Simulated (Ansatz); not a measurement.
## RuO2 with two functionals, pressure −1 GPa

Base system: RuO₂ in the rutile structure (space group P4_2/mnm, No. 136; a = 4.5234 Å, c = 3.1190 Å).

(Cell as relaxed with PBE.)

Levels (all Ansatz, an electronic-structure program, PAW): PBE (420 eV, no SOC); r2SCAN (500 eV, scalar-relativistic without spin-orbit coupling).

Each level relaxes its own structure.

```
base                        PBE      r2SCAN
-------------------  ----------  ----------
volume per atom        10.64 Å³    10.39 Å³
lattice parameter a  8.548 bohr  8.466 bohr
band gap                   zero        zero
```

The change: hydrostatic tension (pressure −1 GPa).

| quantity | PBE | r2SCAN |
|---|---|---|
| c/a ratio | 0.689 | ? |
| shortest interatomic distance | 3.701 bohr | ? |
| band gap | zero | ? |

**Question.** Predict the r2SCAN column.

**Answer.** 
- c/a ratio, r2SCAN: 0.693
- shortest interatomic distance, r2SCAN: 3.660 bohr
- band gap, r2SCAN: zero

PBE's c/a ratio lies 0.004 below r2SCAN's; PBE's shortest interatomic distance lies 0.041 bohr above r2SCAN's (1.1 %); the two agree on the band gap. Neither level is exact; r2SCAN is the comparison here, not a measurement.

Load acts through the strain it causes; cell and atoms are relaxed under it. Stability against distortions was not tested. Seeded moments were not kept for the base. No Hubbard U is applied, and correlation can decide whether such a compound is a metal. The final runs are not spin-polarised.
